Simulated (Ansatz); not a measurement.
**MgS: where the heat goes in a short trajectory**

Level of theory: DFT PBE, scalar-relativistic, plane waves, PAW (Ansatz 0.2.0). Cutoff 420 eV, shifted (0.5, 0.5, 0.5 steps) 2×2×2 k-points, Fermi–Dirac smearing of 0.22 eV. The mesh is coarse. No spin polarisation.

16 atoms start on the lattice sites below (V = 309.9 Å³, 1.10 times the source cell's; static pressure -5.02 GPa, largest force component 0.00 eV/Å) with velocities drawn for 2600 K; Langevin thermostat aiming at the same temperature, at which the real crystal may have melted, fixed cell, 76 steps of 1.5 fs.

```yaml
crystal:
  lattice:
    - [5.37126, 0.00000, -5.37126]
    - [0.00000, 5.37126, -5.37126]
    - [5.37126, 5.37126, 0.00000]
  atoms:
    - { symbol: Mg, position: [0.50000, 0.50000, 0.00000] }
    - { symbol: Mg, position: [0.50000, 0.50000, 0.50000] }
    - { symbol: Mg, position: [0.50000, 0.00000, 0.00000] }
    - { symbol: Mg, position: [0.50000, 0.00000, 0.50000] }
    - { symbol: Mg, position: [0.00000, 0.50000, 0.00000] }
    - { symbol: Mg, position: [0.00000, 0.50000, 0.50000] }
    - { symbol: Mg, position: [0.00000, 0.00000, 0.00000] }
    - { symbol: Mg, position: [0.00000, 0.00000, 0.50000] }
    - { symbol: S, position: [0.25000, 0.25000, 0.75000] }
    - { symbol: S, position: [0.25000, 0.25000, 0.25000] }
    - { symbol: S, position: [0.25000, 0.75000, 0.75000] }
    - { symbol: S, position: [0.25000, 0.75000, 0.25000] }
    - { symbol: S, position: [0.75000, 0.25000, 0.75000] }
    - { symbol: S, position: [0.75000, 0.25000, 0.25000] }
    - { symbol: S, position: [0.75000, 0.75000, 0.75000] }
    - { symbol: S, position: [0.75000, 0.75000, 0.25000] }
```

```csv
t (fs),T (K),kinetic energy (meV/atom),potential energy over the first frame (meV/atom),P with the kinetic part (GPa)
0.0,2438,315.1,0.0,-3.29
7.5,3045,393.6,25.5,-2.21
15.0,2098,271.2,107.3,-0.89
22.5,1628,210.4,193.9,0.93
30.0,1901,245.8,253.6,2.87
37.5,1942,251.1,243.7,3.16
45.0,2510,324.4,227.4,3.53
52.5,2211,285.8,268.1,4.44
60.0,1702,219.9,314.5,5.34
67.5,1855,239.8,305.3,5.45
75.0,2136,276.1,276.4,5.05
82.5,2052,265.3,261.9,4.84
90.0,2348,303.5,256.1,4.95
97.5,2639,341.1,238.8,4.49
105.0,2204,284.9,228.2,3.30
112.5,2280,294.7,256.8,2.92
```

T counts 3N degrees of freedom. Means over every step of the second half, not only the rows shown: T = 2057 K, kinetic energy 265.8 meV/atom, potential energy 267.2 meV/atom, P = 4.52 GPa.

**Question.** Does the potential energy follow equipartition for harmonic vibrations?

**Answer.** In a harmonic crystal each vibration holds as much potential as kinetic energy on average; T is counted on all 3N degrees of freedom here, and the thermostat also drives the centre of mass, which has no potential energy, so the share is (N − 1)/N of the kinetic energy, 249.2 meV/atom. The run has 267.2, a ratio of 1.07. That is near one, as for a crystal vibrating about its sites. So short a run gives a rough mean. T is still well under the temperature that the thermostat aims for. Electronic entropy is part of the potential energy at this smearing.

**Question.** Split the rise of pressure into the kinetic part and the rest. Can a thermal Grüneisen parameter be estimated?

**Answer.** The program counts the kinetic part as N k_B T/V = 1.47 GPa. The pressure lies 9.55 GPa over the static one in all, so the forces add 8.08 GPa. For a harmonic mode with ω ∝ V^(−γ) and an amplitude that scales with the cell, the forces add (2γ − 2/3)U/V, which needs no equipartition; when U equals the kinetic energy K, this and the kinetic part 2K/(3V) sum to the Mie–Grüneisen γE_th/V. With U = N × 267.2 meV, γ = 1/3 + V ΔP_forces/(2U) = 2.16, for harmonic vibrations a mean over the modes weighted by their potential energy, for uniform scaling of the cell (in a layered or otherwise anisotropic crystal this differs from γ under hydrostatic pressure). Most solids fall between 1 and 3, and tetrahedral, framework and layered ones often lower; anharmonic motion and pressure swings in a cell of 16 atoms make this value uncertain by tenths or more.

Cost: 1 run of about 6.7 core-minutes (earlier runs that led there not counted), on Intel Xeon 6975P-C (Granite Rapids) (shared hosts).